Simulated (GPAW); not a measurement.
Crystal: ZrC.

```
Zr C
1.0
     0.00000    2.36500    2.36500
     2.36500    0.00000    2.36500
     2.36500    2.36500    0.00000
Zr C
1 1
Direct
  0.50000 0.50000 0.50000
  0.00000 0.00000 0.00000
```

Base run:

* Program: GPAW 26.7.0
* Functional: PBE
* Potentials or basis: GPAW PAW data sets (gpaw-data 1.2.1)
* Cutoff: 650 eV
* Basis: pw
* k mesh: 8 × 8 × 8
* Occupations: fermi-dirac, width 0.05 eV
* Spin: no spin polarisation
* Hubbard terms: Zr d U = 6 eV

Its results: band gap on the k mesh none (metal or under the smearing width); pressure 12.6 GPa.

Q: The run is repeated on the same cell with these changes: cutoff from 650 eV to 600 eV; hubbard terms from Zr d U = 6 eV to none. What comes out?

A: Band gap on the k mesh none (metal or under the smearing width); pressure -3.8 GPa.

Caveats: the cutoff is short for stress and forces, so pressures can be off by a GPa or more; U without spin polarisation on a metal has little footing (some runs); the U is typed as a test and isn't derived for this compound (some runs).
